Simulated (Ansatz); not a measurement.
Relax this structure to zero stress and force, keeping its symmetry:

```xyz
4
Lattice="2.8862 0.0000 0.0000 -1.4431 2.4995 0.0000 0.0000 0.0000 10.0000" Properties=species:S:1:pos:R:3 pbc="T T T"
Ag    0.0000    1.6663    2.5000
Ag    1.4431    0.8332    7.5000
Ag    0.0000    0.0000    0.0000
Ag    0.0000    0.0000    5.0000
```

The calculation used Ansatz, DFT PBE, scalar-relativistic, plane waves, PAW.

Settings: cutoff 420 eV, Γ-centred mesh 18×18×4 on the computed 4-atom cell, Gaussian smearing of 0.10 eV; no spin polarisation.

What does it relax to?

The volume decreases by 0.18 Å³/atom to 17.86 Å³/atom, and the energy falls by 13.0 meV/atom. Final structure:
```
Ag
1.0
     2.93682    0.00000    0.00000
    -1.46841    2.54336    0.00000
     0.00000    0.00000    9.56351
Ag
4
Cartesian
  0.0000 1.6956 2.3909
  1.4684 0.8478 7.1726
  0.0000 0.0000 0.0000
  0.0000 0.0000 4.7818
```

Course of the relaxation (steps run on the plane waves of an earlier cell, and the basis is chosen afresh near the end, so energy and pressure can step there; trial steps that raised the energy were taken back; energies are free energies):

```tsv
step	E − E_final (meV/atom)	P (GPa)	V (Å³/atom)
1	13.0	-0.34	18.04
2	0.3	0.92	17.68
3	0.6	-0.93	18.05
4	-0.1	-0.02	17.86
5	0.0	-0.03	17.86
```